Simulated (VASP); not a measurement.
# Ga2O3 (R-3c) in VASP: Born charges and dielectric tensor with PBE

Aim: the Born charges and dielectric tensor of Ga2O3 with PBE.

Everything below comes from runs of VASP 6.6.1. Logs are shortened: lines on timing, memory, paths and dates and some standing lists are left out, and cuts for length are marked.

**1. The structure**

It takes space group R-3c (No. 167, trigonal). The conventional cell has a = 5.065 Å, b = 5.065 Å, c = 13.639 Å, α = 90.00°, β = 90.00°, γ = 120.00°. Around Ga (site symmetry 3) lie 6 O at 1.95 to 2.11 Å. O (site symmetry 2) is surrounded by 4 Ga at 1.95 to 2.11 Å.

**2. Born charges and dielectric tensor, PBE**

INCAR

```
SYSTEM = Ga2O3
ALGO = Fast
EDIFF = 1E-8
ENCUT = 520
GGA = PE
IBRION = 8
ISIF = 2
ISMEAR = 0
LASPH = .True.
LCHARG = .False.
LEPSILON = .True.
LREAL = .False.
LWAVE = .False.
NELM = 100
NSW = 1
PREC = Accurate
SIGMA = 0.02
```

KPOINTS

```
k-points
0
Gamma
  3 3 3
  0 0 0
```

POSCAR

```
Ga2O3                                   
1.0
    2.5327395653      1.4622778718      4.5461887343
   -2.5327395653      1.4622778718      4.5461887343
   -0.0000000000     -2.9245557436      4.5461887343
  Ga              O             
     4     6
Direct
     0.3559127215939116    0.3559127215939116    0.3559127215939116
     0.1440872784060884    0.1440872784060884    0.1440872784060884
     0.6440872784060884    0.6440872784060884    0.6440872784060884
     0.8559127215939116    0.8559127215939116    0.8559127215939116
     0.5531025258874719    0.9468974741125281    0.2500000000000000
     0.2499999999999716    0.5531025258874435    0.9468974741125779
     0.9468974741125565    0.2500000000000284    0.5531025258874221
     0.4468974741125281    0.0531025258874719    0.7500000000000000
     0.7500000000000284    0.4468974741125565    0.0531025258874221
     0.0531025258874435    0.7499999999999716    0.4468974741125779
```

Potentials or basis: VASP PAW PBE potentials, release 64 (Ga_d, O).

Started as:

```sh
cat potpaw_PBE.64/Ga_d/POTCAR potpaw_PBE.64/O/POTCAR > POTCAR
mpirun -np 8 vasp_std > vasp.out
```

OUTCAR:

```text
SYSTEM = Ga2O3
   EDIFF = 1E-8
   ENCUT = 520
   GGA = PE
   IBRION = 8
   ISIF = 2
   ISMEAR = 0
   LASPH = .True.
   LEPSILON = .True.
   LREAL = .False.
   NELM = 100
   NSW = 1
   PREC = Accurate

 ion  position               nearest neighbor table
   1  0.356  0.356  0.356-  10 1.95   8 1.95   9 1.95   5 2.11   7 2.11   6 2.11   2 2.89
   2  0.144  0.144  0.144-   9 1.95   8 1.95  10 1.95   5 2.11   6 2.11   7 2.11   1 2.89
   3  0.644  0.644  0.644-   7 1.95   5 1.95   6 1.95   8 2.11  10 2.11   9 2.11   4 2.89
   4  0.856  0.856  0.856-   6 1.95   5 1.95   7 1.95   8 2.11   9 2.11  10 2.11   3 2.89
   5  0.553  0.947  0.250-   3 1.95   4 1.95   1 2.11   2 2.11
   6  0.250  0.553  0.947-   4 1.95   3 1.95   2 2.11   1 2.11
   7  0.947  0.250  0.553-   3 1.95   4 1.95   1 2.11   2 2.11
   8  0.447  0.053  0.750-   1 1.95   2 1.95   3 2.11   4 2.11
   9  0.750  0.447  0.053-   2 1.95   1 1.95   4 2.11   3 2.11
  10  0.053  0.750  0.447-   1 1.95   2 1.95   3 2.11   4 2.11

  LATTYP: Found a trigonal (rhomboedric) cell.
 ALAT       =     5.4056320896
 COS(alpha) =     0.5609458385

  Lattice vectors:

 A1 = (   2.5327395653,   1.4622778718,   4.5461887343)
 A2 = (  -2.5327395653,   1.4622778718,   4.5461887343)
 A3 = (   0.0000000000,  -2.9245557436,   4.5461887343)

Analysis of symmetry for initial positions (statically):
=====================================================================
 Subroutine PRICEL returns:
[... 717 lines left out ...]
  3Y    -0.002536    3.953735    0.000000   -2.439931    1.866912    0.000000    0.008500  -14.854645    0.000000    1.300610   -0.128023    0.000000   -1.360175    2.928958   -1.573668    1.561908    3.605102    1.677212    0.686425    0.736432   -0.103543    0.296552    0.745326    0.090393    0.073758    0.387063   -0.122220   -0.125110    0.759140    0.031827
  3Z     0.000000    0.000000   -3.661139    0.000000    0.000000    4.149991    0.000000    0.000000  -12.007931    0.000000    0.000000    6.528468    0.854743   -1.281824    1.112443    0.682721    1.381141    1.112443   -1.537464   -0.099317    1.112443   -0.279567    0.053017    0.551094    0.093870   -0.268620    0.551094    0.185697    0.215604    0.551094
  4X     1.866912   -2.439931    0.000000    3.953735   -0.002536    0.000000   -0.128023    1.300610   -0.000000  -14.854645    0.008500   -0.000000    1.918037    1.952280   -1.028119    4.110563   -0.094320    1.876896    1.241892   -0.969802   -0.848777    0.515693   -0.133086    0.088939    0.501879    0.288577   -0.122752    0.873957    0.089709    0.033813
  4Y     2.439931    1.866912    0.000000    0.002536    3.953735    0.000000   -1.300610   -0.128023    0.000000   -0.008500  -14.854645    0.000000    1.360175    2.928958   -1.573668   -0.686425    0.736432   -0.103543   -1.561908    3.605102    1.677212   -0.296552    0.745326    0.090393    0.125110    0.759140    0.031827   -0.073758    0.387063   -0.122220
  4Z     0.000000    0.000000    4.149991    0.000000    0.000000   -3.661139    0.000000    0.000000    6.528468    0.000000    0.000000  -12.007931   -0.854743   -1.281824    1.112443    1.537464   -0.099317    1.112443   -0.682721    1.381141    1.112443    0.279567    0.053017    0.551094   -0.185697    0.215604    0.551094   -0.093870   -0.268620    0.551094
  5X     0.517040    0.299621   -0.291316    0.517040   -0.299621    0.291316    1.914566   -1.356810    0.845930    1.914566    1.356810   -0.845930  -12.508272   -0.000000   -0.000000    3.423590   -1.061341    0.326440    3.423590    1.061341   -0.326440   -0.378744    0.000000    0.000000    0.588312   -0.386129   -1.618032    0.588312    0.386129    1.618032
  5Y     0.135926    0.738542    0.059396   -0.135926    0.738542    0.059396   -1.956422    2.925720   -1.286891    1.956422    2.925720   -1.286891    0.000000  -14.364551    4.205940   -0.817829    2.331575    0.078375    0.817829    2.331575    0.078375    0.000000    1.755380   -2.898671   -0.101160    0.308749    0.495487    0.101160    0.308749    0.495487
  5Z    -0.096284    0.089891    0.553394    0.096284    0.089891    0.553394    1.029037   -1.571741    1.107764   -1.029037   -1.571741    1.107764    0.000000    4.193616  -10.155846    0.100144   -0.320339   -0.506866   -0.100144   -0.320339   -0.506866    0.000000   -2.898398    3.480192   -1.243847    1.154581    2.183535    1.243847    1.154581    2.183535
  6X     0.871764    0.068874    0.094220    0.494569    0.122952   -0.197096    1.238260    1.565956    0.691516    4.107603   -0.690272    1.537445    3.418283   -0.820892    0.095345  -13.900481   -0.803792   -3.642451    1.790874   -0.124820   -0.231095    0.589642   -0.100392   -1.238120    1.221849    0.924103    2.510323    0.167637   -0.141717    0.379912
  6Y    -0.094821    0.383818   -0.281985    0.286648    0.761013    0.222589    0.966344    3.602026    1.376042   -0.090660    0.732683   -0.089151   -1.064405    2.336881   -0.321893   -0.803792  -12.972342   -2.102970    0.118693    3.964290    0.243517   -0.385362    0.307419    1.153514    0.924103    0.154787    1.449336    0.143252    0.729424   -1.649000
  6Z    -0.029705   -0.128330    0.553394   -0.125990    0.038439    0.553394    0.846649    1.677043    1.107764    1.875686   -0.105302    1.107764    0.327494    0.073442   -0.506866   -3.631778   -2.096808  -10.155846    0.227350    0.246897   -0.506866   -1.621820    0.499913    2.183535    2.510086    1.449199    3.480192   -0.377973   -1.654494    2.183535
  7X     0.494569   -0.122952    0.197096    0.871764   -0.068874   -0.094220    4.107603    0.690272   -1.537445    1.238260   -1.565956   -0.691516    3.418283    0.820892   -0.095345    1.790874    0.124820    0.231095  -13.900481    0.803792    3.642451    0.589642    0.100392    1.238120    0.167637    0.141717   -0.379912    1.221849   -0.924103   -2.510323
  7Y    -0.286648    0.761013    0.222589    0.094821    0.383818   -0.281985    0.090660    0.732683   -0.089151   -0.966344    3.602026    1.376042    1.064405    2.336881   -0.321893   -0.118693    3.964290    0.243517    0.803792  -12.972342   -2.102970    0.385362    0.307419    1.153514   -0.143252    0.729424   -1.649000   -0.924103    0.154787    1.449336
  7Z     0.125990    0.038439    0.553394    0.029705   -0.128330    0.553394   -1.875686   -0.105302    1.107764   -0.846649    1.677043    1.107764   -0.327494    0.073442   -0.506866   -0.227350    0.246897   -0.506866    3.631778   -2.096808  -10.155846    1.621820    0.499913    2.183535    0.377973   -1.654494    2.183535   -2.510086    1.449199    3.480192
  8X     1.914566   -1.356810    0.845930    1.914566    1.356810   -0.845930    0.517040    0.299621   -0.291316    0.517040   -0.299621    0.291316   -0.378744    0.000000    0.000000    0.588312   -0.386129   -1.618032    0.588312    0.386129    1.618032  -12.508272   -0.000000   -0.000000    3.423590   -1.061341    0.326440    3.423590    1.061341   -0.326440
  8Y    -1.956422    2.925720   -1.286891    1.956422    2.925720   -1.286891    0.135926    0.738542    0.059396   -0.135926    0.738542    0.059396    0.000000    1.755380   -2.898671   -0.101160    0.308749    0.495487    0.101160    0.308749    0.495487    0.000000  -14.364551    4.205940   -0.817829    2.331575    0.078375    0.817829    2.331575    0.078375
  8Z     1.029037   -1.571741    1.107764   -1.029037   -1.571741    1.107764   -0.096284    0.089891    0.553394    0.096284    0.089891    0.553394    0.000000   -2.898398    3.480192   -1.243847    1.154581    2.183535    1.243847    1.154581    2.183535    0.000000    4.193616  -10.155846    0.100144   -0.320339   -0.506866   -0.100144   -0.320339   -0.506866
  9X     1.238260    1.565956    0.691516    4.107603   -0.690272    1.537445    0.871764    0.068874    0.094220    0.494569    0.122952   -0.197096    0.589642   -0.100392   -1.238120    1.221849    0.924103    2.510323    0.167637   -0.141717    0.379912    3.418283   -0.820892    0.095345  -13.900481   -0.803792   -3.642451    1.790874   -0.124820   -0.231095
  9Y     0.966344    3.602026    1.376042   -0.090660    0.732683   -0.089151   -0.094821    0.383818   -0.281985    0.286648    0.761013    0.222589   -0.385362    0.307419    1.153514    0.924103    0.154787    1.449336    0.143252    0.729424   -1.649000   -1.064405    2.336881   -0.321893   -0.803792  -12.972342   -2.102970    0.118693    3.964290    0.243517
  9Z     0.846649    1.677043    1.107764    1.875686   -0.105302    1.107764   -0.029705   -0.128330    0.553394   -0.125990    0.038439    0.553394   -1.621820    0.499913    2.183535    2.510086    1.449199    3.480192   -0.377973   -1.654494    2.183535    0.327494    0.073442   -0.506866   -3.631778   -2.096808  -10.155846    0.227350    0.246897   -0.506866
 10X     4.107603    0.690272   -1.537445    1.238260   -1.565956   -0.691516    0.494569   -0.122952    0.197096    0.871764   -0.068874   -0.094220    0.589642    0.100392    1.238120    0.167637    0.141717   -0.379912    1.221849   -0.924103   -2.510323    3.418283    0.820892   -0.095345    1.790874    0.124820    0.231095  -13.900481    0.803792    3.642451
 10Y     0.090660    0.732683   -0.089151   -0.966344    3.602026    1.376042   -0.286648    0.761013    0.222589    0.094821    0.383818   -0.281985    0.385362    0.307419    1.153514   -0.143252    0.729424   -1.649000   -0.924103    0.154787    1.449336    1.064405    2.336881   -0.321893   -0.118693    3.964290    0.243517    0.803792  -12.972342   -2.102970
 10Z    -1.875686   -0.105302    1.107764   -0.846649    1.677043    1.107764    0.125990    0.038439    0.553394    0.029705   -0.128330    0.553394    1.621820    0.499913    2.183535    0.377973   -1.654494    2.183535   -2.510086    1.449199    3.480192   -0.327494    0.073442   -0.506866   -0.227350    0.246897   -0.506866    3.631778   -2.096808  -10.155846

 Eigenvectors and eigenvalues of the dynamical matrix
   1 f  =   19.306722 THz   121.307711 2PiTHz  644.002918 cm-1    79.846150 meV
   2 f  =   18.956551 THz   119.107522 2PiTHz  632.322476 cm-1    78.397960 meV
   3 f  =   18.956551 THz   119.107522 2PiTHz  632.322476 cm-1    78.397960 meV
   4 f  =   17.231602 THz   108.269350 2PiTHz  574.784380 cm-1    71.264149 meV
   5 f  =   15.761264 THz    99.030942 2PiTHz  525.739175 cm-1    65.183321 meV
   6 f  =   15.706286 THz    98.685508 2PiTHz  523.905321 cm-1    64.955952 meV
[... 19 lines left out ...]
  26 f  =    5.969050 THz    37.504645 2PiTHz  199.106066 cm-1    24.685995 meV
  27 f  =    4.302438 THz    27.033017 2PiTHz  143.513891 cm-1    17.793447 meV
  28 f/i=    0.004348 THz     0.027318 2PiTHz    0.145025 cm-1     0.017981 meV
  29 f/i=    0.006341 THz     0.039839 2PiTHz    0.211497 cm-1     0.026222 meV
  30 f/i=    0.006341 THz     0.039839 2PiTHz    0.211497 cm-1     0.026222 meV

 MACROSCOPIC STATIC DIELECTRIC TENSOR IONIC CONTRIBUTION
 ------------------------------------------------------
           9.394787     0.000000    -0.000000
           0.000000     9.394787    -0.000000
          -0.000000    -0.000000    16.412930
 ------------------------------------------------------

 ELASTIC MODULI CONTR FROM IONIC RELAXATION (kBar)
 Direction    XX          YY          ZZ          XY          YZ          ZX
 --------------------------------------------------------------------------------
 XX        -245.8938    170.1887     80.1002     -0.0000    116.8143     -0.0000
 YY         170.1887   -245.8938     80.1002      0.0000   -116.8143      0.0000
 ZZ          80.1002     80.1002   -170.3171      0.0000      0.0000     -0.0000
 XY          -0.0000     -0.0000      0.0000   -208.0736      0.0000    117.5699
 YZ         116.8143   -116.8143      0.0000     -0.0000   -164.9468     -0.0000
 ZX          -0.0000      0.0000     -0.0000    117.5699     -0.0000   -160.0050
 --------------------------------------------------------------------------------

 PIEZOELECTRIC TENSOR IONIC CONTR  for field in x, y, z        (C/m^2)
          XX          YY          ZZ          XY          YZ          ZX
  --------------------------------------------------------------------------------
  x     0.00000    -0.00000    -0.00000     0.00000    -0.00000    -0.00000
  y    -0.00000     0.00000    -0.00000    -0.00000    -0.00000    -0.00000
  z    -0.00000     0.00000    -0.00000    -0.00000    -0.00000     0.00000
```

Run time: 3.2 min. Hardware: 8 MPI ranks of AMD EPYC 9R45 (Zen 5), shared host; peak memory 0.17 GiB.

What came out:

```yaml
Band_gap_on_the_k_mesh: 2.40 eV, indirect (least direct gap 2.58 eV)
Electronic_dielectric_tensor_diagonal: 4.81, 4.81, 4.74
Born_charges_mean_of_the_diagonal: Ga +3.32; O -2.21 e
Highest_phonon_frequency_at_Γ_LO-TO_splitting_left_out: 644 cm⁻¹
```

Phonon frequencies in cm⁻¹ (negative: imaginary):
| q point | frequencies |
| --- | --- |
| (0.000, 0.000, 0.000) | 0 0 0 144 199 208 208 221 221 249 268 268 307 307 308 308 320 397 397 428 428 445 496 524 524 526 575 632 632 644 |

Electronic dielectric tensor:
```
4.81 0.00 0.00
0.00 4.81 0.00
0.00 0.00 4.74
```

Born effective charge tensors (e):
atom 1, Ga
```
 3.34 -0.05  0.00
 0.05  3.34  0.00
 0.00  0.00  3.28
```
atom 2, Ga
```
 3.34  0.05  0.00
-0.05  3.34  0.00
 0.00  0.00  3.28
```
atom 3, Ga
```
 3.34 -0.05  0.00
 0.05  3.34  0.00
 0.00  0.00  3.28
```
atom 4, Ga
```
 3.34  0.05  0.00
-0.05  3.34  0.00
 0.00  0.00  3.28
```
atom 5, O
```
-2.34  0.00  0.00
 0.00 -2.12  0.40
 0.00  0.57 -2.19
```
atom 6, O
```
-2.17  0.10 -0.34
 0.10 -2.28 -0.20
-0.50 -0.29 -2.19
```
atom 7, O
```
-2.17 -0.10  0.34
-0.10 -2.28 -0.20
 0.50 -0.29 -2.19
```
atom 8, O
```
-2.34  0.00  0.00
 0.00 -2.12  0.40
 0.00  0.57 -2.19
```
atom 9, O
```
-2.17  0.10 -0.34
 0.10 -2.28 -0.20
-0.50 -0.29 -2.19
```
atom 10, O
```
-2.17 -0.10  0.34
-0.10 -2.28 -0.20
 0.50 -0.29 -2.19
```

Caveat: the k mesh is coarse (spacing up to 0.50 Å⁻¹), so the values aren't converged; an odd mesh through Γ misses points on the zone boundary, where band edges often lie.
